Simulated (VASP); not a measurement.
# GaP (F-43m) in VASP: notebook, part 3 of 3

VASP 6.6.1. Earlier steps stand in the parts before.

### Step 6. Relaxation of the atoms, PBE (a relaxed cell with its volume scaled by 1.04)

Contents of INCAR:

```
  ALGO = Fast
  EDIFF = 1E-7
  EDIFFG = -0.01
  ENCUT = 600
  GGA = PE
  IBRION = 2
  ISIF = 2
  ISMEAR = 0
  LASPH = True
  LCHARG = False
  LREAL = False
  LWAVE = False
  NELM = 80
  NSW = 40
  PREC = Accurate
  SIGMA = 0.03
```

Contents of KPOINTS:

```
k-points
0
Gamma
  8 8 8
```

Contents of POSCAR:

```
GaP                                     
1.0
    0.0000000000      2.7890501618      2.7890501618
    2.7890501618      0.0000000000      2.7890501618
    2.7890501618      2.7890501618      0.0000000000
  Ga              P             
     1     1
Direct
     0.0000000000000000    0.0000000000000000    0.0000000000000000
     0.2500000000000000    0.2500000000000000    0.2500000000000000
```

Potentials or basis: VASP PAW PBE potentials, release 64 (Ga_d, P).

Launch:

```bash
> cat potpaw_PBE.64/Ga_d/POTCAR potpaw_PBE.64/P/POTCAR > POTCAR
> mpirun -np 1 vasp_std > vasp.out
```

OUTCAR:

```text
EDIFF = 1E-7
   EDIFFG = -0.01
   ENCUT = 600
   GGA = PE
   IBRION = 2
   ISIF = 2
   ISMEAR = 0
   LASPH = True
   LREAL = False
   NELM = 80
   NSW = 40
   PREC = Accurate

 ion  position               nearest neighbor table
   1  0.000  0.000  0.000-   2 2.42   2 2.42   2 2.42   2 2.42
   2  0.250  0.250  0.250-   1 2.42   1 2.42   1 2.42   1 2.42

  LATTYP: Found a face centered cubic cell.
 ALAT       =     5.5781003236

  Lattice vectors:

 A1 = (   0.0000000000,   2.7890501618,   2.7890501618)
 A2 = (   2.7890501618,   0.0000000000,   2.7890501618)
 A3 = (   2.7890501618,   2.7890501618,   0.0000000000)

Analysis of symmetry for initial positions (statically):
=====================================================================
 Subroutine PRICEL returns:
 Original cell was already a primitive cell.

 Routine SETGRP: Setting up the symmetry group for a
 face centered cubic supercell.

 Subroutine GETGRP returns: Found 24 space group operations
 (whereof 24 operations were pure point group operations)
 out of a pool of 48 trial point group operations.

The static configuration has the point symmetry T_d .

Analysis of symmetry for dynamics (positions and initial velocities):
[... 181 lines left out ...]
     11       7.8690      0.00000
     12       7.8690      0.00000
     13       7.8690      0.00000
[... 354 lines left out ...]
  band No.  band energies     occupation
      1     -10.5494      2.00000
      2     -10.4575      2.00000
      3     -10.4481      2.00000
      4     -10.4056      2.00000
      5     -10.3962      2.00000
      6      -5.8076      2.00000
      7      -2.1271      2.00000
      8       1.0232      2.00000
      9       2.2160      2.00000
     10       7.2153      0.00000
     11       8.3053      0.00000
     12      10.2293      0.00000
     13      11.6817      0.00000

 [... further k-points ...]

------------------------ aborting loop because EDIFF is reached ----------------------------------------

  FORCE on cell =-STRESS in cart. coord.  units (eV):
  Direction    XX          YY          ZZ          XY          YZ          ZX
  --------------------------------------------------------------------------------------
  -------------------------------------------------------------------------------------
  Total       -0.7429133     -0.7429133     -0.7429133      0.0000000      0.0000000      0.0000000
  in kB      -27.4315131    -27.4315131    -27.4315131      0.0000000      0.0000000      0.0000000
  external PRESSURE =     -27.4315131 kB  Pullay stress =       0.0000000 kB

 VOLUME and BASIS-vectors are now :
 -----------------------------------------------------------------------------
  energy-cutoff  :      600.00
  volume of cell :       43.39
      direct lattice vectors                 reciprocal lattice vectors
     0.000000000  2.789050162  2.789050162    -0.179272502  0.179272502  0.179272502
     2.789050162  0.000000000  2.789050162     0.179272502 -0.179272502  0.179272502
     2.789050162  2.789050162  0.000000000     0.179272502  0.179272502 -0.179272502

 POSITION                                       TOTAL-FORCE (eV/Angst)
 -----------------------------------------------------------------------------------
      0.00000      0.00000      0.00000        -0.000000     -0.000000     -0.000000
      1.39453      1.39453      1.39453         0.000000      0.000000      0.000000
 -----------------------------------------------------------------------------------
    total drift:                                0.000002      0.000002      0.000002

  FREE ENERGIE OF THE ION-ELECTRON SYSTEM (eV)
  ---------------------------------------------------
  free  energy   TOTEN  =        -9.1108310270 eV

  energy  without entropy=       -9.1108310270  energy(sigma->0) =       -9.11083103

 reached required accuracy - stopping structural energy minimisation
```

CONTCAR:

```text
GaP
   1.00000000000000
     0.0000000000000000    2.7890501618000001    2.7890501618000001
     2.7890501618000001    0.0000000000000000    2.7890501618000001
     2.7890501618000001    2.7890501618000001    0.0000000000000000
  Ga              P
     1     1
Direct
     0.0000000000000000    0.0000000000000000    0.0000000000000000
     0.2500000000000000    0.2500000000000000    0.2500000000000000

  0.00000000E+00  0.00000000E+00  0.00000000E+00
  0.00000000E+00  0.00000000E+00  0.00000000E+00
```

Run time: 13 s. Hardware: 1 thread of AMD EPYC 9R45 (Zen 5), shared host; peak memory 0.15 GiB.

What came out:

```yaml
Free_energy: -9.1108 eV
Pressure_after_relaxing: -2.7 GPa
Band_gap_on_the_k_mesh: 1.26 eV, direct
```

Final structure:
```yaml
crystal:
  lattice:
    - [0.00000, 2.78905, 2.78905]
    - [2.78905, 0.00000, 2.78905]
    - [2.78905, 2.78905, 0.00000]
  atoms:
    - { symbol: Ga, position: [0.00000, 0.00000, 0.00000] }
    - { symbol: P, position: [0.25000, 0.25000, 0.25000] }
```

Levels at points of the mesh, in eV from the valence-band top:
```tsv
k point	band 5	band 6	band 7	band 8	band 9	band 10	band 11	band 12	band 13
(0.00, 0.00, 0.00)	-14.37	-11.99	0.00	0.00	0.00	1.26	3.90	3.90	3.90
(0.50, 0.00, 0.00)	-14.37	-10.14	-6.25	-1.02	-1.02	1.46	4.73	4.73	8.14
(0.50, 0.50, 0.00)	-14.35	-9.34	-6.44	-2.45	-2.45	1.79	1.87	10.08	10.46
```

Caveat: the relaxation stopped at its first step, so nothing moved. A k mesh can miss the band edges.

### Step 7. Relaxation of the atoms, PBE (a relaxed cell with its volume scaled by 1.06)

INCAR is that of step 6.

KPOINTS is that of step 6.

Contents of POSCAR:

```
GaP                                     
1.0
    0.0000000000      2.8068152914      2.8068152914
    2.8068152914      0.0000000000      2.8068152914
    2.8068152914      2.8068152914      0.0000000000
  Ga              P             
     1     1
Direct
     0.0000000000000000    0.0000000000000000    0.0000000000000000
     0.2500000000000000    0.2500000000000000    0.2500000000000000
```

Potentials or basis: VASP PAW PBE potentials, release 64 (Ga_d, P).

Launch:

```bash
> cat potpaw_PBE.64/Ga_d/POTCAR potpaw_PBE.64/P/POTCAR > POTCAR
> mpirun -np 1 vasp_std > vasp.out
```

OUTCAR:

```text
EDIFF = 1E-7
   EDIFFG = -0.01
   ENCUT = 600
   GGA = PE
   IBRION = 2
   ISIF = 2
   ISMEAR = 0
   LASPH = True
   LREAL = False
   NELM = 80
   NSW = 40
   PREC = Accurate

 ion  position               nearest neighbor table
   1  0.000  0.000  0.000-   2 2.43   2 2.43   2 2.43   2 2.43
   2  0.250  0.250  0.250-   1 2.43   1 2.43   1 2.43   1 2.43

  LATTYP: Found a face centered cubic cell.
 ALAT       =     5.6136305828

  Lattice vectors:

 A1 = (   0.0000000000,   2.8068152914,   2.8068152914)
 A2 = (   2.8068152914,   0.0000000000,   2.8068152914)
 A3 = (   2.8068152914,   2.8068152914,   0.0000000000)
[... 574 lines left out ...]
  Direction    XX          YY          ZZ          XY          YZ          ZX
  --------------------------------------------------------------------------------------
  -------------------------------------------------------------------------------------
  Total       -1.0776751     -1.0776751     -1.0776751      0.0000000      0.0000000      0.0000000
  in kB      -39.0415380    -39.0415380    -39.0415380      0.0000000      0.0000000      0.0000000
  external PRESSURE =     -39.0415380 kB  Pullay stress =       0.0000000 kB

 VOLUME and BASIS-vectors are now :
 -----------------------------------------------------------------------------
  energy-cutoff  :      600.00
  volume of cell :       44.23
      direct lattice vectors                 reciprocal lattice vectors
     0.000000000  2.806815291  2.806815291    -0.178137835  0.178137835  0.178137835
     2.806815291  0.000000000  2.806815291     0.178137835 -0.178137835  0.178137835
     2.806815291  2.806815291  0.000000000     0.178137835  0.178137835 -0.178137835

 POSITION                                       TOTAL-FORCE (eV/Angst)
 -----------------------------------------------------------------------------------
      0.00000      0.00000      0.00000        -0.000000      0.000000     -0.000000
      1.40341      1.40341      1.40341         0.000000     -0.000000      0.000000
 -----------------------------------------------------------------------------------
    total drift:                                0.000002      0.000002      0.000002

  FREE ENERGIE OF THE ION-ELECTRON SYSTEM (eV)
  ---------------------------------------------------
  free  energy   TOTEN  =        -9.0935818426 eV

  energy  without entropy=       -9.0935818426  energy(sigma->0) =       -9.09358184

 reached required accuracy - stopping structural energy minimisation
```

CONTCAR:

```text
GaP
   1.00000000000000
     0.0000000000000000    2.8068152914000000    2.8068152914000000
     2.8068152914000000    0.0000000000000000    2.8068152914000000
     2.8068152914000000    2.8068152914000000    0.0000000000000000
  Ga              P
     1     1
Direct
     0.0000000000000000    0.0000000000000000    0.0000000000000000
     0.2500000000000000    0.2500000000000000    0.2500000000000000

  0.00000000E+00  0.00000000E+00  0.00000000E+00
  0.00000000E+00  0.00000000E+00  0.00000000E+00
```

It took 13 s on 1 thread of AMD EPYC 9R45 (Zen 5), shared host; peak memory 0.15 GiB.

What came out:

```yaml
Free_energy: -9.0936 eV
Pressure_after_relaxing: -3.9 GPa
Band_gap_on_the_k_mesh: 1.11 eV, direct
```

Final structure:
```
Ga P
1.0
     0.00000    2.80682    2.80682
     2.80682    0.00000    2.80682
     2.80682    2.80682    0.00000
Ga P
1 1
Direct
  0.00000 0.00000 0.00000
  0.25000 0.25000 0.25000
```

Caveat: the relaxation stopped at its first step, so nothing moved. A k mesh can miss the band edges.

### Step 8. Summary

```tsv
cell	gap on the mesh (eV)	pressure (GPa)
atoms relaxed from: a relaxed cell with its volume scaled by 0.96	1.62	3.4
atoms relaxed from: a relaxed cell with its volume scaled by 0.98	1.64	1.6
atoms relaxed	1.58	0.0
atoms relaxed from: a relaxed cell with its volume scaled by 1.02	1.42	-1.4
atoms relaxed from: a relaxed cell with its volume scaled by 1.04	1.26	-2.7
atoms relaxed from: a relaxed cell with its volume scaled by 1.06	1.11	-3.9
```

Alike in all rows: task relaxation of the atoms; level PBE; potentials or basis VASP PAW PBE potentials, release 64 (Ga_d, P); no spin polarisation; k mesh 8 × 8 × 8; cutoff (eV) 600; smearing gaussian 0.03 eV.

Caveats: the relaxation stopped at its first step, so nothing moved.

Absolute energies hang on the potentials; compare differences alone.

### Step 9. Against experiment

Step 4. Measured gap of GaP: 2.34 eV (indirect; 10 K; quoted in “Stacking defects in GaP nanowires: Electronic structure and optical properties”, 2018, arxiv:1810.01194). This calculation gives 1.58 eV (-0.76 eV). Spin-orbit coupling on Ga is left out. The value is that of PBE on a finite k mesh, which can miss the band edges, without temperature or zero-point motion. Semilocal functionals fall short of measured gaps as a rule.
